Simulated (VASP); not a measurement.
# AlH3 in VASP: a series of runs, part 3 of 3

VASP 6.6.1. Earlier steps stand in the parts before.

## 5. Electron localisation function, PBE

Contents of INCAR:

```
SYSTEM = AlH3
  PREC = Accurate
  ENCUT = 520
  EDIFF = 1E-7
  ISMEAR = 0
  SIGMA = 0.01
  LREAL = .FALSE.
  LASPH = .TRUE.
  NELM = 100
  ALGO = Normal
  ISIF = 2
  LWAVE = .FALSE.
  LCHARG = .TRUE.
  GGA = PE
  LELF = .TRUE.
```

Contents of KPOINTS:

```
regular mesh
0
G
  1 1 1
  0 0 0
```

Contents of POSCAR:

```
AlH3
1.0
   12.0000000000      0.0000000000      0.0000000000
    0.0000000000     11.0000000000      0.0000000000
    0.0000000000      0.0000000000     12.0000000000
Al H
1 3
Direct
    0.5268666700      0.5078863600      0.5074208300
    0.5784916700      0.5702227300      0.6148125000
    0.4139916700      0.4335954500      0.5166041700
    0.5881750000      0.5197500000      0.3908541700
```

Command:

```sh
$ cat potpaw_PBE.64/Al/POTCAR potpaw_PBE.64/H/POTCAR > POTCAR
$ mpirun -np 1 vasp_gam > vasp.out
```

Wall time 2.1 min (1 thread of Intel Xeon Platinum 8259CL at 2.50GHz (Skylake/Cascade Lake), shared host); peak memory 1.1 GiB.

Results (log left out):

- Free energy: -12.4690 eV
- Largest force: 0.092 eV/Å
- Gap between the frontier levels: 4.75 eV

Forces on the atoms (eV/Å):
```
Al   0.003 -0.001 -0.001
H    0.034  0.040  0.073
H   -0.078 -0.047  0.006
H    0.041  0.008 -0.079
```

Levels at points of the mesh, in eV from the valence-band top:
| k point | band 1 | band 2 | band 3 | band 4 | band 5 | band 6 | band 7 |
| --- | --- | --- | --- | --- | --- | --- | --- |
| (0.00, 0.00, 0.00) | -2.99 | 0.00 | 0.00 | 4.75 | 6.88 | 7.35 | 7.56 |

## 6. Relaxation of the atoms, LDA

Contents of INCAR:

```
SYSTEM = AlH3
  ALGO = Normal
  EDIFF = 1E-6
  EDIFFG = -0.01
  ENCUT = 520
  IBRION = 2
  ISIF = 2
  ISMEAR = 0
  LASPH = .TRUE.
  LCHARG = .FALSE.
  LREAL = .FALSE.
  LWAVE = .FALSE.
  NELM = 100
  NSW = 60
  PREC = Accurate
  SIGMA = 0.01
```

Contents of KPOINTS:

```
k-points
0
G
  1 1 1
  0 0 0
```

Contents of POSCAR:

```
AlH3
1.0
   12.0000000000      0.0000000000      0.0000000000
    0.0000000000     11.0000000000      0.0000000000
    0.0000000000      0.0000000000     12.0000000000
Al H
1 3
Cartesian
    6.3224000400      5.5867499600      6.0890499600
    6.9419000400      6.2724500300      7.3777500000
    4.9679000400      4.7695499500      6.1992500400
    7.0581000000      5.7172500000      4.6902500400
```

Potentials or basis: VASP PAW LDA potentials, release 64 (Al, H).

Command:

```sh
$ cat potpaw_LDA.64/Al/POTCAR potpaw_LDA.64/H/POTCAR > POTCAR
$ mpirun -np 1 vasp_gam > vasp.out
```

OUTCAR:

```text
SYSTEM = AlH3
   EDIFF = 1E-6
   EDIFFG = -0.01
   ENCUT = 520
   IBRION = 2
   ISIF = 2
   ISMEAR = 0
   LASPH = .TRUE.
   LREAL = .FALSE.
   NELM = 100
   NSW = 60
   PREC = Accurate

 ion  position               nearest neighbor table
   1  0.527  0.508  0.507-   3 1.59   2 1.59   4 1.59
   2  0.578  0.570  0.615-   1 1.59
   3  0.414  0.434  0.517-   1 1.59
   4  0.588  0.520  0.391-   1 1.59

  LATTYP: Found a simple tetragonal cell.
 ALAT       =    12.0000000000
 C/A-ratio  =     0.9166666667

  Lattice vectors:

 A1 = ( -12.0000000000,   0.0000000000,   0.0000000000)
 A2 = (   0.0000000000,   0.0000000000,  12.0000000000)
 A3 = (   0.0000000000,  11.0000000000,   0.0000000000)

Analysis of symmetry for initial positions (statically):
=====================================================================
 Subroutine PRICEL returns:
 Original cell was already a primitive cell.

 Routine SETGRP: Setting up the symmetry group for a
 simple tetragonal supercell.

[... 134 lines left out ...]
 maximum number of plane-waves:     21371
 NGX is ok and might be reduce to    90
   NGX = 45   NGY = 41   NGZ = 45

--------------------------------------- Ionic step        1  -------------------------------------------

 number of electron       6.0000000 magnetization

 Free energy of the ion-electron system (eV)
  ---------------------------------------------------
  ext. energy  EPLUGINS =         0.00000000
  ---------------------------------------------------
  free energy    TOTEN  =       -12.60233165 eV

  energy without entropy =      -12.60233165  energy(sigma->0) =      -12.60233165

------------------------ aborting loop because EDIFF is reached ----------------------------------------

  FORCE on cell =-STRESS in cart. coord.  units (eV):
  Direction    XX          YY          ZZ          XY          YZ          ZX
  --------------------------------------------------------------------------------------
  -------------------------------------------------------------------------------------
  Total        0.1239945      0.0337061      0.1740657      0.0945385      0.0355195     -0.0215318
  in kB        0.1254174      0.0340929      0.1760632      0.0956234      0.0359271     -0.0217788
  external PRESSURE =       0.1118579 kB  Pullay stress =       0.0000000 kB
[... 63 lines left out ...]
--------------------------------------- Ionic step        3  -------------------------------------------

 number of electron       5.9999999 magnetization

 Free energy of the ion-electron system (eV)
  ---------------------------------------------------
  ext. energy  EPLUGINS =         0.00000000
  ---------------------------------------------------
  free energy    TOTEN  =       -12.60327658 eV

  energy without entropy =      -12.60327658  energy(sigma->0) =      -12.60327658

 E-fermi :  -7.0944     XC(G=0):  -0.5891

 val. band max:       -7.1467669551   @ k =   0.0000   0.0000   0.0000
 cond. band min:      -2.6287211976   @ k =   0.0000   0.0000   0.0000
 fundamental gap:      4.5180457575
 Fermi energy:        -7.0944394472

 k-point     1 :       0.0000    0.0000    0.0000
  band No.  band energies     occupation
      1     -10.2185      2.00000
      2      -7.1476      2.00000
      3      -7.1468      2.00000
      4      -2.6287      0.00000
      5      -0.2640      0.00000
      6       0.0993      0.00000
      7       0.3506      0.00000
[... 29 lines left out ...]
  FREE ENERGIE OF THE ION-ELECTRON SYSTEM (eV)
  ---------------------------------------------------
  free  energy   TOTEN  =       -12.6032765816 eV

  energy  without entropy=      -12.6032765816  energy(sigma->0) =      -12.60327658

 reached required accuracy - stopping structural energy minimisation
```

CONTCAR:

```text
AlH3
   1.00000000000000
    12.0000000000000000    0.0000000000000000    0.0000000000000000
     0.0000000000000000   11.0000000000000000    0.0000000000000000
     0.0000000000000000    0.0000000000000000   12.0000000000000000
  Al              H
     1     3
Direct
     0.5268831133130618    0.5078798959278853    0.5074172846518776
     0.5787113299313675    0.5705026680716543    0.6152780309424866
     0.4134948846166703    0.4332668882826049    0.5166447153758561
     0.5884356821388965    0.5198050877178542    0.3903516390297780

  0.00000000E+00  0.00000000E+00  0.00000000E+00
  0.00000000E+00  0.00000000E+00  0.00000000E+00
  0.00000000E+00  0.00000000E+00  0.00000000E+00
  0.00000000E+00  0.00000000E+00  0.00000000E+00
```

Run time: 78 s. Hardware: 1 thread of Intel Xeon Platinum 8259CL at 2.50GHz (Skylake/Cascade Lake), shared host; peak memory 0.83 GiB.

Results:

```
Free energy                     : -12.6033 eV
Energy gained by relaxing       : 0.2 meV/atom
Ionic steps                     : 3
Largest force after relaxing    : 0.003 eV/Å
Gap between the frontier levels : 4.52 eV
```

Forces in eV/Å, atoms in the order of the input:
```
Al  -0.002 -0.002  0.002
H    0.000  0.001  0.000
H    0.001  0.000  0.000
H    0.001  0.001 -0.002
```

Step by step:
```tsv
step	energy change (eV)	largest force (eV/Å)	pressure (GPa)
1	0.0000	0.0922	0.01
2	-0.0008	0.0337	0.00
3	-0.0009	0.0031	0.00
```

Final structure:
```
Al H
1.0
    12.00000    0.00000    0.00000
     0.00000   11.00000    0.00000
     0.00000    0.00000   12.00000
Al H
1 3
Direct
  0.52688 0.50788 0.50742
  0.57871 0.57050 0.61528
  0.41349 0.43327 0.51664
  0.58844 0.51981 0.39035
```

Levels at points of the mesh, in eV from the valence-band top:
| k point | band 1 | band 2 | band 3 | band 4 | band 5 | band 6 | band 7 |
| --- | --- | --- | --- | --- | --- | --- | --- |
| (0.00, 0.00, 0.00) | -3.07 | 0.00 | 0.00 | 4.52 | 6.88 | 7.25 | 7.50 |

## 7. The reference run

An earlier run on the cell as given: functional PBE; potentials or basis VASP PAW PBE potentials, release 64 (Al, H); cutoff 520 eV; k mesh 1 × 1 × 1; occupations gaussian, width 0.01 eV; no spin polarisation.

* Largest force: 0.092 eV/Å
* Gap between the frontier levels: 4.75 eV

## 8. The runs side by side

```csv
task,level,potentials or basis,cell,gap on the mesh (eV),largest force (eV/Å)
single point,PBE,"VASP PAW PBE potentials, release 64 (Al, H)","atoms moved at random, drawn with an rms of 0.05 Å",4.66,0.73
relaxation of the atoms,PBE,"VASP PAW PBE potentials, release 64 (Al, H)","atoms relaxed from: atoms moved at random, drawn with an rms of 0.02 Å",4.74,0.01
atomic charges,PBE+TS,"VASP PAW PBE potentials, release 64 (Al, H)",as given,4.75,0.10
electron localisation function,PBE,"VASP PAW PBE potentials, release 64 (Al, H)",as given,4.75,0.09
relaxation of the atoms,LDA,"VASP PAW LDA potentials, release 64 (Al, H)",atoms relaxed,4.52,-
single point,PBE,"VASP PAW PBE potentials, release 64 (Al, H)",as given,4.75,0.09
```

Alike in all rows: no spin polarisation; k mesh 1 × 1 × 1; cutoff (eV) 520; smearing gaussian 0.01 eV.

Absolute energies hang on the potentials; compare differences alone.
